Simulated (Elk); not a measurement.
# Input and output of a self-consistent single point for BaF2 (Fm-3m, 3 atoms in the cell) (Elk)

Level of theory: Elk 10.2.4 with PBE, all-electron FP-LAPW, Elk's shipped species files, APW+lo basis with extra local orbitals.

Input:

```
tasks
  0

xctype
  20

tforce
  .true.

rgkmax
  8.0

gmaxvr
  18.0

lmaxapw
  10

lmaxo
  8

nxlo
  2

lorbcnd
  .true.

lradstp
  2

nrmtscf
  2.0

rmtscf
  0.97

lmaxi
  4

swidth
  0.00183747

maxscl
  100

scale
  8.115241577

avec
    0.0000000000    0.7071067812    0.7071067812
    0.7071067812    0.0000000000    0.7071067812
    0.7071067812    0.7071067812    0.0000000000

atoms
  2
  'Ba.in'
  1
  0.0000000000  0.0000000000  0.0000000000    0.0 0.0 0.0
  'F.in'
  2
  0.2500000000  0.2500000000  0.2500000000    0.0 0.0 0.0
  0.7500000000  0.7500000000  0.7500000000    0.0 0.0 0.0

ngridk
  8 8 8
```

The program printed (abridged):

```
│ Elk code version 10.2.4 │

All units are atomic (Hartree, Bohr, etc.)

│ Ground-state run starting from atomic densities │

Lattice vectors :
   0.000000000       5.738342350       5.738342350
   5.738342350       0.000000000       5.738342350
   5.738342350       5.738342350       0.000000000

Unit cell volume      :    377.9108491
Brillouin zone volume :   0.6563723005

Muffin-tin inner radius fraction :   0.1000000000E-01

Nuclei treated as point charges

Species :    1 (Ba)
 parameters loaded from : Ba.in
 name : barium
 nuclear charge    :   -56.00000000
 electronic charge :    56.00000000
 atomic mass :    250331.8069
 muffin-tin radius :    2.716000000
 number of radial points in muffin-tin :   1399
 atomic positions (lattice), magnetic fields (Cartesian) :
   1 :   0.00000000  0.00000000  0.00000000    0.00000000  0.00000000  0.00000000

Species :    2 (F)
 parameters loaded from : F.in
 name : fluorine
 nuclear charge    :   -9.000000000
 electronic charge :    9.000000000
 atomic mass :    34631.97042
 muffin-tin radius :    1.940000000
 number of radial points in muffin-tin :    599
 atomic positions (lattice), magnetic fields (Cartesian) :
   1 :   0.25000000  0.25000000  0.25000000    0.00000000  0.00000000  0.00000000
   2 :  -0.25000000 -0.25000000 -0.25000000    0.00000000  0.00000000  0.00000000

Total number of atoms per unit cell :    3

Spin treatment :
 spin-unpolarised

Number of Bravais lattice symmetries :   48
Number of crystal symmetries         :   48
Crystal has inversion symmetry
Real symmetric eigensolver will be used

k-point grid :      8     8     8
k-point offset :    0.000000000       0.000000000       0.000000000
k-point set is reduced with full crystal symmetry group
Total number of k-points :       29

Muffin-tin radius times maximum |G+k| :    8.000000000
 using average radius
Maximum |G+k| for APW functions       :    3.638568830
   [... lines left out ...]
 potential will be trimmed for |G| > 2 gkmax
Constant for pseudocharge density :   12
Radial integration step length :    2

G-vector grid sizes :     48    48    48
Number of G-vectors :    37309

Maximum angular momentum used for
 APW functions                      :   10
 outer part of muffin-tin           :    8
 inner part of muffin-tin           :    4

Total nuclear charge    :   -74.00000000
Total core charge       :    40.00000000
Total valence charge    :    34.00000000
Total excess charge     :    0.000000000
Total electronic charge :    74.00000000

Effective Wigner radius, rₛ :    1.068291264

Number of empty states         :   12
Total number of valence states :   29
Total number of core states    :   40

Conduction state local-orbitals added automatically
Total number of local-orbitals :  317

Exchange-correlation functional :     20     0     0
 Perdew-Burke-Ernzerhof, Phys. Rev. Lett. 77, 3865 (1996)
 gradient requirement :    1
 generalised gradient approximation (GGA)

Smearing type :    3
 Fermi-Dirac
Smearing width :   0.1837470000E-02
Effective electronic temperature (K) :    580.2271348

Mixing type :    3
 Broyden mixing, J. Phys. A: Math. Gen. 17, L317 (1984)

Kohn-Sham potential initialised from atomic data
│ Self-consistent loop started │
│ Loop number : 1 │
 total energy                :     -8352.41887532
│ Loop number : 2 │
 total energy                :     -8352.29935714
RMS change in Kohn-Sham potential (target) :   0.6658197239     (  0.1000000000E-05)
Absolute change in total energy (target)   :   0.1195181737     (  0.1000000000E-03)
│ Loop number : 3 │
 total energy                :     -8351.76378077
RMS change in Kohn-Sham potential (target) :   0.6368738194     (  0.1000000000E-05)
Absolute change in total energy (target)   :   0.5654559169     (  0.1000000000E-03)
│ Loop number : 4 │
 total energy                :     -8344.75684034
RMS change in Kohn-Sham potential (target) :   0.2714245392     (  0.1000000000E-05)
Absolute change in total energy (target)   :    7.148304409     (  0.1000000000E-03)
│ Loop number : 5 │
 total energy                :     -8341.21512679
RMS change in Kohn-Sham potential (target) :   0.8328558925E-01 (  0.1000000000E-05)
Absolute change in total energy (target)   :    5.328789650     (  0.1000000000E-03)
   [... lines left out ...]
Absolute change in total energy (target)   :   0.5250778402E-02 (  0.1000000000E-03)
│ Loop number : 13 │
 total energy                :     -8339.45559334
RMS change in Kohn-Sham potential (target) :   0.1090676464E-05 (  0.1000000000E-05)
Absolute change in total energy (target)   :   0.1437279052E-02 (  0.1000000000E-03)
│ Loop number : 14 │
 total energy                :     -8339.45550621
RMS change in Kohn-Sham potential (target) :   0.2732911580E-06 (  0.1000000000E-05)
Absolute change in total energy (target)   :   0.4464507783E-03 (  0.1000000000E-03)
│ Loop number : 15 │
 total energy                :     -8339.45550274
RMS change in Kohn-Sham potential (target) :   0.1492088774E-06 (  0.1000000000E-05)
Absolute change in total energy (target)   :   0.1150776916E-03 (  0.1000000000E-03)
│ Loop number : 16 │
 total energy                :     -8339.45550666
RMS change in Kohn-Sham potential (target) :   0.2467488615E-07 (  0.1000000000E-05)
Absolute change in total energy (target)   :   0.2485388723E-04 (  0.1000000000E-03)
Convergence targets achieved

│ Loop number : 17 │

Energies :
 Fermi                       :     0.107341365892
 sum of eigenvalues          :     -5106.38173331
 electron kinetic            :      8888.18846426
 core electron kinetic       :      8572.28105452
 Coulomb                     :     -17008.2883733
 Coulomb potential           :     -13708.5469423
 nuclear-nuclear             :     -631.718778530
 electron-nuclear            :     -19044.5922473
 Hartree                     :      2668.02265248
 Madelung                    :     -10154.0149022
 xc potential                :     -286.023255249
 exchange                    :     -215.688932743
 correlation                 :     -3.66666585520
 electron entropic           :    -0.451984377199E-11
 total energy                :     -8339.45550768

Density of states at Fermi energy :   0.5443745012E-07
 (states/Hartree/unit cell)

Estimated indirect band gap :   0.2616178625
 from k-point     17 to k-point      1
Estimated direct band gap   :   0.2669451784
 at k-point      1

Charges :
 core                        :    40.00000000
 valence                     :    34.00000000
 interstitial                :    2.526063456
 muffin-tins (core leakage)
  species :    1 (Ba)
   atom    1                 :    53.57671701     (  0.9657575347E-05)
  species :    2 (F)
   atom    1                 :    8.948609765     (  0.6706746269E-10)
   atom    2                 :    8.948609765     (  0.6706746269E-10)
 total in muffin-tins        :    71.47393654
 total calculated charge     :    74.00019084
 total charge                :    74.00000000
 error                       :   0.1908356339E-03

│ Self-consistent loop stopped │

Forces :
 species :    1 (Ba)
  atom :    1
   Hellmann-Feynman          :     0.00000000    0.00000000    0.00000000
   IBS                       :    -0.00000000   -0.00000000   -0.00000000
   total force               :     0.00000000   -0.00000000    0.00000000
   total magnitude           :     0.00000000
 species :    2 (F)
  atom :    1
   Hellmann-Feynman          :    -0.00000000    0.00000000   -0.00000000
   IBS                       :     0.00000000   -0.00000000    0.00000000
   total force               :     0.00000000   -0.00000000   -0.00000000
   total magnitude           :     0.00000000
  atom :    2
   Hellmann-Feynman          :     0.00000000    0.00000000    0.00000000
   IBS                       :    -0.00000000   -0.00000000   -0.00000000
   total force               :    -0.00000000    0.00000000    0.00000000
   total magnitude           :     0.00000000
```

The run converged in 17 iterations. The count includes the last loop, which Elk runs after its targets are met.

The starting cell comes from a database of computed structures (which also holds hypothetical and non-ambient phases and stackings), without a prior relaxation at this level. Its lattice was rescaled by a random factor within 2.5 % of one. Values depend on the basis (sphere radii, cutoffs, local orbitals), which need not be converged.
